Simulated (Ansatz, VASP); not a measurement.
# Two plane-wave programs on TiB2

INCAR

```
PREC = Accurate
ENCUT = 520
EDIFF = 1E-6
ISMEAR = 0
SIGMA = 0.15
LREAL = F
LASPH = T
NELM = 80
ALGO = Normal
ISIF = 2
LWAVE = F
LCHARG = F
GGA = PE
NBANDS = 16
```

Contents of KPOINTS:

```
regular mesh
0
Gamma
  18 18 14
```

Contents of POSCAR:

```
TiB2
1.0
    3.0772819257      0.0000000000      0.0000000000
   -1.5386409629      2.6650043223      0.0000000000
    0.0000000000      0.0000000000      3.2242295241
Ti B
1 2
Direct
    0.0000000000      0.0000000000      0.0000000000
    0.3333333333      0.6666666667      0.5000000000
    0.6666666667      0.3333333333      0.5000000000
```

Input for Ansatz:

```yaml
crystal:
  lattice:
    - [3.0772819257, 0.0, 0.0]
    - [-1.5386409629, 2.6650043223, 0.0]
    - [0.0, 0.0, 3.2242295241]
  atoms:
    - { symbol: Ti, position: [0.0, 0.0, 0.0] }
    - { symbol: B, position: [0.3333333333, 0.6666666667, 0.5] }
    - { symbol: B, position: [0.6666666667, 0.3333333333, 0.5] }
basis:
  ecutwfc: 420
kpoints:
  mp_grid: { grid: [18, 18, 14] }
hamiltonian:
  xc: pbe
scf:
  occupations: { method: gaussian, width: 0.15 }
output:
  forces: true
  stress: true
  eigenvalues: true
```

Change from the starting cell: strain +0.0150 x Voigt [1, 1, 0, 0, 0, 0], atoms carried along.

Alike in both runs: task single point; functional PBE; k mesh 18 × 18 × 14; occupations gaussian, width 0.15 eV; no spin polarisation.

```csv
,VASP,Ansatz
version,VASP 6.6.1,Ansatz 0.2.0
potentials or method,"VASP PAW PBE potentials, release 64 (Ti_sv, B)","scalar-relativistic, plane waves, PAW"
plane-wave cutoff (eV),520,420
valence electrons in the cell,18,18
```

```csv
,VASP,Ansatz,Ansatz less VASP
gap on the k mesh at the Fermi level (eV),none,none,-
pressure (GPa),-7.4,-7.6,-0.21
largest component of the traceless stress (GPa),4.81,4.79,-0.018
```

A gap of «none» marks a metal or a gap that the smearing closes.
